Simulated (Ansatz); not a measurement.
**InSb: band gap under strain**

Aim: follow the gap of InSb (zincblende) through these states: no strain; -4.0 % biaxial strain in x and y, free along z; -3.0 % biaxial strain in x and y, free along z. The table at the end shows which levels were run.

Code: Ansatz 0.2.0. PAW datasets, plane waves. No spin polarisation and no zero-point or thermal motion.

## 1. Starting point

The unstrained cell was relaxed with r2SCAN; in each strained cell the atoms were relaxed again with r2SCAN. Names of k-points are those of the unstrained zone, where strain can split equivalent points. First state: no strain.

It is cubic, F-43m (No. 216); conventional cell a = 6.559 Å, 35.27 Å³ an atom. Around In lie 4 Sb at 2.84 Å; around Sb lie 4 In at 2.84 Å.

As a file:

```cif
data_structure
_symmetry_space_group_name_H-M 'F-43m'
_symmetry_Int_Tables_number 216
_cell_length_a 6.5590
_cell_length_b 6.5590
_cell_length_c 6.5590
_cell_angle_alpha 90.000
_cell_angle_beta 90.000
_cell_angle_gamma 90.000
_cell_volume 282.17
loop_
_atom_site_label
_atom_site_type_symbol
_atom_site_symmetry_multiplicity
_atom_site_Wyckoff_symbol
_atom_site_fract_x
_atom_site_fract_y
_atom_site_fract_z
_atom_site_occupancy
In1 In 4 a 0.00000 0.00000 0.00000 1
Sb1 Sb 4 d 0.25000 0.25000 0.75000 1
```

## 2. No strain: PBE

Contents of input.yaml:

```yaml
crystal:
  lattice:
    - [0.0, 3.2795130175, 3.2795130175]
    - [3.2795130175, 0.0, 3.2795130175]
    - [3.2795130175, 3.2795130175, 0.0]
  atoms:
    - { symbol: In, position: [0.0, 0.0, 0.0] }
    - { symbol: Sb, position: [0.25, 0.25, 0.25] }
kpoints:
  mp_grid: { grid: [6, 6, 6] }
  band_path:
    path:
      - [0.0, 0.0, 0.0]
      - [-0.5, -0.5, 0.0]
      - [-0.375, -0.375, 0.25]
      - [-0.375, 0.0, 0.375]
      - [0.0, 0.0, 0.5]
      - [-0.5, -0.25, 0.25]
    npoints: 1
hamiltonian:
  xc: pbe
scf:
  occupations: { method: fermi_dirac, width: 0.02 }
  n_extra_bands: 4
output:
  forces: true
  stress: true
  eigenvalues: true
```

On the command line:

```console
$ ansatz run input.yaml --threads 2 --pin off --max-ram 20275MiB --backend cpu --events-out ev --progress --plain --runs-dir out
```

The runs that follow: No strain: r2SCAN; No strain: HSE06; No strain: r2SCAN+SOC; -4.0 % biaxial strain in x and y, free along z: PBE; -4.0 % biaxial strain in x and y, free along z: r2SCAN; -4.0 % biaxial strain in x and y, free along z: HSE06; -4.0 % biaxial strain in x and y, free along z: r2SCAN+SOC; -3.0 % biaxial strain in x and y, free along z: PBE; -3.0 % biaxial strain in x and y, free along z: r2SCAN; -3.0 % biaxial strain in x and y, free along z: HSE06; -3.0 % biaxial strain in x and y, free along z: r2SCAN+SOC.

Q: Predict the outcome of this session.

**Answer**, as computed:

Least gap in eV (negative: overlap), with the change from the unstrained cell in brackets:

| state | volume change (%) | PBE | r2SCAN | HSE06 |
| --- | --- | --- | --- | --- |
| no strain | +0.0 | 0.00 | 0.01 | 0.30 |
| -4.0 % biaxial strain in x and y, free along z | -4.2 | -0.03 (-0.03) | 0.08 (+0.07) | 0.37 (+0.07) |
| -3.0 % biaxial strain in x and y, free along z | -3.2 | -0.02 (-0.02) | 0.07 (+0.06) | 0.37 (+0.07) |

**Reading.** With HSE06, of the states in the table -4.0 % biaxial strain in x and y, free along z shifts the gap most, by +0.075 eV. PBE and HSE06 differ by 0.30 eV on the unstrained gap, and by at most 0.10 eV on its change. Under -4.0 % biaxial strain in x and y, free along z and under -3.0 % biaxial strain in x and y, free along z PBE gives no gap, or under 0.02 eV, while HSE06 has one. Spin-orbit coupling is left out of the table, though the cell holds Sb (Z = 51); in an element this heavy it can shift bands and gaps by tenths of an eV.
